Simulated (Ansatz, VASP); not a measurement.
Two plane-wave programs on GaSb (d3)

```
Ga Sb
1.0
     0.00000    3.06463    3.06463
     3.06463    0.00000    3.06463
     3.06463    3.06463    0.00000
Ga Sb
1 1
Cartesian
  0.0000 0.0000 0.0000
  1.5323 1.5323 1.5323
```

Alike in both runs: functional PBE; dispersion D3(BJ); k mesh 12 × 12 × 12; occupations gaussian, width 0.1 eV; no spin polarisation.

Ansatz relaxed the structure, and its values are those at the end. VASP's run is a single point on that final structure, the one shown.

|  | VASP | Ansatz |
| --- | --- | --- |
| version | VASP 6.6.1 | Ansatz 0.2.0 |
| potentials or method | VASP PAW PBE potentials, release 64 (Ga_d, Sb) | scalar-relativistic, plane waves, PAW |
| plane-wave cutoff (eV) | 520 | 420 |
| valence electrons in the cell | 18 | 28 |

VASP gave:

| Quantity | Value |
| --- | --- |
| gap on the k mesh at the Fermi level (eV) | none |
| pressure (GPa) | 0.1 |

Q: What did Ansatz give for the same quantities?

A: gap on the k mesh at the Fermi level (eV): none; pressure (GPa): 0.0.

A gap of «none» marks a metal or a gap that the smearing closes. The two sets of potentials don't hold the same shells in valence.

Caveats: pairwise dispersion overbinds metals, which lowers pressure and volume; this crystal is a semiconductor, whose small gap the functional closes, so the metal is an error of the method. The runs have no spin-orbit coupling, so splittings on Sb are missing.
